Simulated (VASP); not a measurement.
Write the native input for VASP 6.6.1 that does the following.

* Task: band structure
* Functional: r2SCAN
* Dispersion: rVV10
* Potentials or basis: VASP PAW PBE potentials, release 64 (Ti_sv, O)
* Cutoff: 520 eV
* k mesh: 6 × 6 × 10
* Occupations: gaussian, width 0.03 eV
* Spin: no spin polarisation
* Further INCAR settings: ALGO = Normal; EDIFF = 1e-06; NBANDS = 33

The structure of TiO2 lies in POSCAR:

```
TiO2                                    
1.0
    4.5879994643      0.0000000000      0.0000000000
   -0.0000000000      4.5879994643      0.0000000000
    0.0000000000      0.0000000000      2.9577154161
  Ti              O             
     2     4
Direct
     1.0000000000000000    0.0000000000000000    0.0000000000000000
     0.5000000000000000    0.5000000000000000    0.5000000000000000
     0.3042563599284530    0.3042563599284530    0.0000000000000000
     0.1957436400715470    0.8042563599284529    0.5000000000000000
     0.6957436400715471    0.6957436400715471    0.0000000000000000
     0.8042563599284529    0.1957436400715470    0.5000000000000000
```

The input as run:

INCAR

```
  PREC = Accurate
  ENCUT = 520
  EDIFF = 1E-6
  ISMEAR = 0
  SIGMA = 0.03
  LREAL = F
  LASPH = T
  NELM = 80
  ALGO = Normal
  ISIF = 2
  LWAVE = F
  LCHARG = F
  LMAXMIX = 4
  METAGGA = R2SCAN
  LMIXTAU = T
  LUSE_VDW = T
  IVDW_NL = 2
  BPARAM = 11.95
  CPARAM = 0.0093
  NBANDS = 33
  ICORELEVEL = 1
  KPAR = 2
```

KPOINTS

```
regular mesh
0
Gamma
  6 6 10
```

KPOINTS_OPT

```
explicit points
96
Reciprocal
 0.0000000000  0.0000000000  0.0000000000 1
 0.0000000000  0.0555555556  0.0000000000 1
 0.0000000000  0.1111111111  0.0000000000 1
 0.0000000000  0.1666666667  0.0000000000 1
 0.0000000000  0.2222222222  0.0000000000 1
 0.0000000000  0.2777777778  0.0000000000 1
 0.0000000000  0.3333333333  0.0000000000 1
 0.0000000000  0.3888888889  0.0000000000 1
 0.0000000000  0.4444444444  0.0000000000 1
 0.0000000000  0.5000000000  0.0000000000 1
 0.0000000000  0.5000000000  0.0000000000 1
 0.0555555556  0.5000000000  0.0000000000 1
 0.1111111111  0.5000000000  0.0000000000 1
 0.1666666667  0.5000000000  0.0000000000 1
 0.2222222222  0.5000000000  0.0000000000 1
 0.2777777778  0.5000000000  0.0000000000 1
 0.3333333333  0.5000000000  0.0000000000 1
 0.3888888889  0.5000000000  0.0000000000 1
 0.4444444444  0.5000000000  0.0000000000 1
 0.5000000000  0.5000000000  0.0000000000 1
 0.5000000000  0.5000000000  0.0000000000 1
 0.4444444444  0.4444444444  0.0000000000 1
 0.3888888889  0.3888888889  0.0000000000 1
 0.3333333333  0.3333333333  0.0000000000 1
 0.2777777778  0.2777777778  0.0000000000 1
 0.2222222222  0.2222222222  0.0000000000 1
 0.1666666667  0.1666666667  0.0000000000 1
 0.1111111111  0.1111111111  0.0000000000 1
 0.0555555556  0.0555555556  0.0000000000 1
 0.0000000000  0.0000000000  0.0000000000 1
 0.0000000000  0.0000000000  0.0000000000 1
 0.0000000000  0.0000000000  0.0555555556 1
 0.0000000000  0.0000000000  0.1111111111 1
 0.0000000000  0.0000000000  0.1666666667 1
 0.0000000000  0.0000000000  0.2222222222 1
 0.0000000000  0.0000000000  0.2777777778 1
 0.0000000000  0.0000000000  0.3333333333 1
 0.0000000000  0.0000000000  0.3888888889 1
 0.0000000000  0.0000000000  0.4444444444 1
 0.0000000000  0.0000000000  0.5000000000 1
 0.0000000000  0.0000000000  0.5000000000 1
 0.0000000000  0.0555555556  0.5000000000 1
 0.0000000000  0.1111111111  0.5000000000 1
 0.0000000000  0.1666666667  0.5000000000 1
 0.0000000000  0.2222222222  0.5000000000 1
 0.0000000000  0.2777777778  0.5000000000 1
 0.0000000000  0.3333333333  0.5000000000 1
 0.0000000000  0.3888888889  0.5000000000 1
 0.0000000000  0.4444444444  0.5000000000 1
 0.0000000000  0.5000000000  0.5000000000 1
 0.0000000000  0.5000000000  0.5000000000 1
 0.0555555556  0.5000000000  0.5000000000 1
 0.1111111111  0.5000000000  0.5000000000 1
 0.1666666667  0.5000000000  0.5000000000 1
 0.2222222222  0.5000000000  0.5000000000 1
 0.2777777778  0.5000000000  0.5000000000 1
 0.3333333333  0.5000000000  0.5000000000 1
 0.3888888889  0.5000000000  0.5000000000 1
 0.4444444444  0.5000000000  0.5000000000 1
 0.5000000000  0.5000000000  0.5000000000 1
 0.5000000000  0.5000000000  0.5000000000 1
 0.4444444444  0.4444444444  0.5000000000 1
 0.3888888889  0.3888888889  0.5000000000 1
 0.3333333333  0.3333333333  0.5000000000 1
 0.2777777778  0.2777777778  0.5000000000 1
 0.2222222222  0.2222222222  0.5000000000 1
 0.1666666667  0.1666666667  0.5000000000 1
 0.1111111111  0.1111111111  0.5000000000 1
 0.0555555556  0.0555555556  0.5000000000 1
 0.0000000000  0.0000000000  0.5000000000 1
 0.0000000000  0.5000000000  0.0000000000 1
 0.0000000000  0.5000000000  0.0555555556 1
 0.0000000000  0.5000000000  0.1111111111 1
 0.0000000000  0.5000000000  0.1666666667 1
 0.0000000000  0.5000000000  0.2222222222 1
 0.0000000000  0.5000000000  0.2777777778 1
 0.0000000000  0.5000000000  0.3333333333 1
 0.0000000000  0.5000000000  0.3888888889 1
 0.0000000000  0.5000000000  0.4444444444 1
 0.0000000000  0.5000000000  0.5000000000 1
 0.5000000000  0.5000000000  0.0000000000 1
 0.5000000000  0.5000000000  0.0555555556 1
 0.5000000000  0.5000000000  0.1111111111 1
 0.5000000000  0.5000000000  0.1666666667 1
 0.5000000000  0.5000000000  0.2222222222 1
 0.5000000000  0.5000000000  0.2777777778 1
 0.5000000000  0.5000000000  0.3333333333 1
 0.5000000000  0.5000000000  0.3888888889 1
 0.5000000000  0.5000000000  0.4444444444 1
 0.5000000000  0.5000000000  0.5000000000 1
 0.0000000000  0.0000000000  0.0000000000 1
 0.5000000000  0.5000000000  0.5000000000 1
 0.5000000000  0.5000000000  0.0000000000 1
 0.0000000000  0.5000000000  0.5000000000 1
 0.0000000000  0.5000000000  0.0000000000 1
 0.0000000000  0.0000000000  0.5000000000 1
```

Potentials or basis: VASP PAW PBE potentials, release 64 (Ti_sv, O).

Command:

```sh
$ cat potpaw_PBE.64/Ti_sv/POTCAR potpaw_PBE.64/O/POTCAR > POTCAR
$ mpirun -np 2 vasp_std > vasp.out
```

It gave:

```
Pressure                : 0.3 GPa
Largest force           : 0.006 eV/Å
Band gap on the k mesh  : 2.21 eV, direct
Band gap along the path : 2.21 eV, direct
```

Caveat: the PAW data sets were made with another functional, which shifts forces and pressure a little.

Wall time 6.6 min on 2 MPI ranks on Intel(R) Xeon(R) Platinum 8488C (Sapphire Rapids), with other jobs on the host, peak memory 0.36 GiB a rank.
